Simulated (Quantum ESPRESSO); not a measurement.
## TiCo: orders under uniaxial strain

Aim: follow moments and order energies of TiCo with uniaxial strain.

Method: PBE; plane waves with GBRV 1.5 PBE potentials, no spin-orbit coupling, in Quantum ESPRESSO 7.5.

Report form: the programs' logs are mostly left out.

## 1. The starting structure

Symmetry: Pm-3m, No. 221, cubic system. The conventional cell has a = 2.986 Å, b = 2.986 Å, c = 2.986 Å, α = 90.00°, β = 90.00°, γ = 90.00°. Nearest to Ti lie 8 Co at 2.59 Å. Co has 8 Ti at 2.59 Å nearest. Farther neighbours are not listed.

The cell comes from Materials Project 2023-11-01, a database of computed structures, and need not be the stable phase.

## 2. Factor along z 0.94, ferro +

Lengths along Cartesian z scale by the factor. Atoms keep their fractional places. Seeded atoms are those given a starting moment.

pw.in

```
&CONTROL
  calculation = 'scf'
  prefix = 'pwscf'
  outdir = './tmp'
  pseudo_dir = './pseudo'
  disk_io = 'nowf'
  tprnfor = .true.
  tstress = .true.
/
&SYSTEM
  ibrav = 0
  nat = 2
  ntyp = 2
  ecutwfc = 50
  ecutrho = 350
  nbnd = 22
  occupations = 'smearing'
  smearing = 'fd'
  degauss = 0.01469973
  nspin = 2
  starting_magnetization(1) = 0
  starting_magnetization(2) = 0.1176
/
&ELECTRONS
  conv_thr = 4d-09
  electron_maxstep = 150
  mixing_beta = 0.3
/
ATOMIC_SPECIES
Ti     47.8670 ti_pbe_v1.4.uspp.F.UPF
Co     58.9332 co_pbe_v1.2.uspp.F.UPF
CELL_PARAMETERS angstrom
   2.9861109900    0.0000000000    0.0000000000
   0.0000000000    2.9861109900    0.0000000000
   0.0000000000    0.0000000000    2.8069443306
ATOMIC_POSITIONS crystal
Ti      0.0000000000    0.0000000000    0.0000000000
Co      0.5000000000    0.5000000000    0.5000000000
K_POINTS automatic
10 10 10 0 0 0
```

Command:

```
OMP_NUM_THREADS=1 mpirun -n 2 pw.x -nk 2 -in pw.in > pw.out
```

Run time: 1.8 min. Hardware: 2 MPI ranks of Arm Neoverse V1, shared host; peak memory 0.26 GiB; 3.6 min of CPU time.

Spin moment in the atom's sphere by atom:

```
atom  spin moment in the atom's sphere (μB)
 Ti1                                 0.0000
 Co2                                -0.0001
```

This step gave:

* smearing term TS: 0.3014 eV
* pressure: 9.669 GPa
* magnetization: 0 μB
* absolute magnetization: 0 μB
* final state: non-magnetic

## 3. Factor along z 0.94, antiferro q=(1/2,1/2,1/2) +-

The wavevector q is in fractions of the reciprocal vectors of the crystal's primitive cell, as the cells of these inputs are built from it; moments change sign between cells as cos(2π q·R).

pw.in

```
&CONTROL
  calculation = 'scf'
  prefix = 'pwscf'
  outdir = './tmp'
  pseudo_dir = './pseudo'
  disk_io = 'nowf'
  tprnfor = .true.
  tstress = .true.
/
&SYSTEM
  ibrav = 0
  nat = 4
  ntyp = 3
  ecutwfc = 50
  ecutrho = 350
  nbnd = 38
  occupations = 'smearing'
  smearing = 'fd'
  degauss = 0.01469973
  nspin = 2
  starting_magnetization(1) = 0
  starting_magnetization(2) = 0.1176
  starting_magnetization(3) = -0.1176
/
&ELECTRONS
  conv_thr = 8d-09
  electron_maxstep = 150
  mixing_beta = 0.3
/
ATOMIC_SPECIES
Ti     47.8670 ti_pbe_v1.4.uspp.F.UPF
Co1    58.9332 co_pbe_v1.2.uspp.F.UPF
Co2    58.9332 co_pbe_v1.2.uspp.F.UPF
CELL_PARAMETERS angstrom
   5.9722219800    0.0000000000    0.0000000000
   2.9861109900    2.9861109900    0.0000000000
   2.9861109900    0.0000000000    2.8069443306
ATOMIC_POSITIONS crystal
Ti      0.0000000000    0.0000000000    0.0000000000
Ti      0.5000000000    0.0000000000    0.0000000000
Co1     0.7500000000    0.5000000000    0.5000000000
Co2     0.2500000000    0.5000000000    0.5000000000
K_POINTS automatic
5 10 10 0 0 0
```

Run time: 7 min. Hardware: 2 MPI ranks; peak memory 0.42 GiB.

Spin moment in the atom's sphere by atom:

```
atom  spin moment in the atom's sphere (μB)
 Ti1                                 0.0000
 Ti2                                 0.0000
 Co3                                -0.0001
 Co4                                -0.0002
```

Numbers from this step:

| Property | Result |
| --- | --- |
| smearing term TS | 0.6029 eV |
| pressure | 9.648 GPa |
| magnetization | 0 μB |
| absolute magnetization | 0 μB |
| final state | non-magnetic |

## 4. Factor along z 0.94, no spin polarisation

pw.in

```
&CONTROL
  calculation = 'scf'
  prefix = 'pwscf'
  outdir = './tmp'
  pseudo_dir = './pseudo'
  disk_io = 'nowf'
  tprnfor = .true.
  tstress = .true.
/
&SYSTEM
  ibrav = 0
  nat = 2
  ntyp = 2
  ecutwfc = 50
  ecutrho = 350
  nbnd = 21
  occupations = 'smearing'
  smearing = 'fd'
  degauss = 0.01469973
/
&ELECTRONS
  conv_thr = 4d-09
  electron_maxstep = 150
  mixing_beta = 0.3
/
ATOMIC_SPECIES
Ti     47.8670 ti_pbe_v1.4.uspp.F.UPF
Co     58.9332 co_pbe_v1.2.uspp.F.UPF
CELL_PARAMETERS angstrom
   2.9861109900    0.0000000000    0.0000000000
   0.0000000000    2.9861109900    0.0000000000
   0.0000000000    0.0000000000    2.8069443306
ATOMIC_POSITIONS crystal
Ti      0.0000000000    0.0000000000    0.0000000000
Co      0.5000000000    0.5000000000    0.5000000000
K_POINTS automatic
10 10 10 0 0 0
```

Elapsed: 33 s, on 2 MPI ranks; peak memory 0.2 GiB.

Read from the output:

```yaml
smearing_term_ts: 0.3014 eV
pressure: 9.714 GPa
final_state: non-magnetic (no spin polarisation)
```

## 5. Factor along z 1.06, ferro +

Changes to pw.in since step 4:

```diff
@@ -15,3 +15,3 @@
   ecutrho = 350
-  nbnd = 21
+  nbnd = 22
   occupations = 'smearing'
@@ -19,2 +19,5 @@
   degauss = 0.01469973
+  nspin = 2
+  starting_magnetization(1) = 0
+  starting_magnetization(2) = 0.1176
 /
@@ -31,3 +34,3 @@
    0.0000000000    2.9861109900    0.0000000000
-   0.0000000000    0.0000000000    2.8069443306
+   0.0000000000    0.0000000000    3.1652776494
 ATOMIC_POSITIONS crystal
```

Run time: 2.1 min. Hardware: 2 MPI ranks; peak memory 0.28 GiB; 4.2 min of CPU time.

Read from the output:

- smearing term TS: 0.3061 eV
- pressure: -9.698 GPa
- magnetization: 0.518 μB
- absolute magnetization: 0.911 μB
- final state: ferromagnetic
- largest moment: 0.7118 μB

## 6. Trends

The runs not shown differ from these in the moved quantity alone.

States, by row:

```
c axis        ferro +  antiferro q=(1/2,1/2,1/2) +-  no spin polarisation
  0.94   non-magnetic                  non-magnetic          non-magnetic
  0.97   non-magnetic                  non-magnetic          non-magnetic
     1  ferromagnetic                  non-magnetic          non-magnetic
  1.03  ferromagnetic                  non-magnetic          non-magnetic
  1.06  ferromagnetic                  non-magnetic          non-magnetic
```

Largest site moment against c axis:

```
c axis (factor)  ferro + (μB)  antiferro q=(1/2,1/2,1/2) +- (μB)
         0.9400        1.2e-4                             1.7e-4
         0.9700        0.0264                            0.00428
         1.0000         0.546                             7.1e-4
         1.0300         0.664                            0.00233
         1.0600         0.712                            0.00505
```

The energy less that of the parallel start by c axis; values in meV a seeded atom:

```
c axis (factor)  antiferro q=(1/2,1/2,1/2) +-  no spin polarisation
         0.9400                        6.3e-4               -0.0414
         0.9700                       0.00371               -0.0401
         1.0000                          2.41                  2.36
         1.0300                          5.28                  5.23
         1.0600                          6.74                  6.69
```

Table of energy over the lowest by c axis; values in meV an atom:

```
c axis (factor)  ferro +  antiferro q=(1/2,1/2,1/2) +-  no spin polarisation
         0.9400     27.3                          27.3                  27.3
         0.9700     4.97                          4.97                  4.95
         1.0000        0                          1.20                  1.18
         1.0300     10.3                          12.9                  12.9
         1.0600     34.5                          37.9                  37.8
```

## 7. Results

```
moment, parallel start       : 1.2e-4 to 0.712 μB
states met from these starts : ferromagnetic and non-magnetic
```

**Reading.** The parallel start holds a moment of 0.15 μB or more only at 1, 1.03 and 1.06. Some or all runs of the second start lost their moments or typed signs, and their energies are those of the state reached. The largest moment of the start antiferro q=(1/2,1/2,1/2) +- lies between 1.7e-4 and 0.00505 μB. Energies are free energies at an electronic temperature of 2320 K, which lowers moments and differences where the moments are itinerant.

[Logs and program files are shortened in this print: banners, set-up blocks, solver, clock and traceback lines can be left out without a mark of their own.]

[Logs are printed without paths, hosts, clocks, repeated set-up lines and the standing remarks that a program may print on its own settings, such as how far it seeks lower states.]

[Hosts, paths, dates, database ids (printed as entryN), source tags and the programs' standing remarks are cut or masked in the printed files.]

[Where a cell is said to come from a database of computed structures, the database is the Materials Project.]
